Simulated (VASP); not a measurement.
MgO, 4 atoms in the cell. Symmetry: P3m1, No. 156, trigonal system. Conventional cell: a = 3.308 Å, b = 3.308 Å, c = 4.983 Å, α = 90.00°, β = 90.00°, γ = 120.00°. Mg (site symmetry 3m) is surrounded by 1 O at 1.39 Å. Mg (site symmetry 3m) has 4 O at 1.99 to 2.20 Å as nearest neighbours. O (site symmetry 3m) has 1 Mg at 1.39 Å as nearest neighbours. O (site symmetry 3m) has 4 Mg at 1.97 to 1.99 Å as nearest neighbours. Measurements of this composition are mostly on another form, of space group No. 225. The cell isn't the ideal one: atom 3 (O) moved by (+0.000, -0.600) A along [1 1 0] and z.

```yaml
Program: VASP 6.6.1
Task: single point
Functional: PBEsol
Potentials_or_basis: VASP PAW PBE potentials, release 64 (Mg, O)
Cutoff: 520 eV
k_mesh: 9 × 9 × 6
Occupations: gaussian, width 0.05 eV
Spin: no spin polarisation
Dipole_correction: no
Further_INCAR_settings: ALGO = Normal; EDIFF = 1e-07; NBANDS = 16
```

Potentials or basis: VASP PAW PBE potentials, release 64 (Mg, O).

The run is started by

```sh
$ cat potpaw_PBE.64/Mg/POTCAR potpaw_PBE.64/O/POTCAR > POTCAR
$ mpirun -np 1 vasp_std > vasp.out
```

Hardware: 1 thread of Intel(R) Xeon(R) 6975P-C (Granite Rapids) (shared host).

**Question.** How long does it take, and how much memory?

**Answer.** It took 33 s on 1 thread of Intel(R) Xeon(R) 6975P-C (Granite Rapids), with other jobs on the host, peak memory 0.2 GiB. Counts: scf iterations 14, k points 62.
